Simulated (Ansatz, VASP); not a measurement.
## NaCl: VASP beside Ansatz

Contents of INCAR:

```
SYSTEM = NaCl
PREC = Accurate
ENCUT = 600
EDIFF = 1E-6
ISMEAR = -1
SIGMA = 0.05
LREAL = .False.
LASPH = .True.
NELM = 100
ALGO = Normal
ISIF = 3
LWAVE = .False.
LCHARG = .False.
GGA = RP
IBRION = 2
NSW = 60
EDIFFG = -0.01
```

The input KPOINTS:

```
Automatic mesh
0
Gamma
  8 8 8
  0 0 0
```

File POSCAR:

```
NaCl
1.0
    0.0000000000      2.7940632177      2.7940632177
    2.7940632177      0.0000000000      2.7940632177
    2.7940632177      2.7940632177      0.0000000000
Cl Na
1 1
Direct
    0.5000000000      0.5000000000      0.5000000000
    0.0000000000      0.0000000000      0.0000000000
```

Contents of input.yaml:

```yaml
crystal:
  lattice:
    - [0.0, 2.7940632177, 2.7940632177]
    - [2.7940632177, 0.0, 2.7940632177]
    - [2.7940632177, 2.7940632177, 0.0]
  atoms:
    - { symbol: Cl, position: [0.5, 0.5, 0.5] }
    - { symbol: Na, position: [0.0, 0.0, 0.0] }
hamiltonian:
  xc: rpbe
  pseudopotentials: { kind: paw }
kpoints:
  mp_grid: { grid: [8, 8, 8] }
scf:
  occupations: { method: fermi_dirac, width: 0.05 }
output:
  forces: true
  stress: true
  eigenvalues: true
relax:
  f_tol: 0.01
  max_steps: 40
  cell: { stress_tol: 0.05 }
```

The cell is a database's computed one.

Alike in both runs: task relaxation of cell and atoms; functional RPBE; k mesh 8 × 8 × 8; occupations fermi-dirac, width 0.05 eV; no spin polarisation.

|  | VASP | Ansatz |
| --- | --- | --- |
| version | VASP 6.6.1 | Ansatz 0.2.0 |
| potentials or method | VASP PAW PBE potentials, release 64 (Cl, Na_pv) | Ansatz PAW |
| plane-wave cutoff (eV) | 600 | 420 |
| valence electrons in the cell | 14 | 16 |

Ansatz gave:

* gap on the k mesh at the Fermi level, each at its own relaxed structure (eV): 5.05
* relaxed volume (Å³/atom): 24.90
* relaxed cell length with the largest relative difference (Å): 4.130
* energy change over the relaxation (meV/atom): -31

Q: What did VASP give for the same quantities?

A: gap on the k mesh at the Fermi level, each at its own relaxed structure (eV): 5.05; relaxed volume (Å³/atom): 24.95; relaxed cell length with the largest relative difference (Å): 4.133; energy change over the relaxation (meV/atom): -31.

The two sets of potentials don't hold the same shells in valence.

Caveats: the PAW data sets were made with another functional, which shifts forces and pressure a little (VASP); the plane-wave basis is chosen anew once the cell has moved, so the energies of steps on either side of that aren't comparable (Ansatz); the PAW data sets come from PBE, with cores solved anew for the run's functional, which leaves a small shift of forces and pressure (Ansatz). RPBE gaps usually lie below the measured ones, often by a third to a half. A k mesh can miss the band edges.
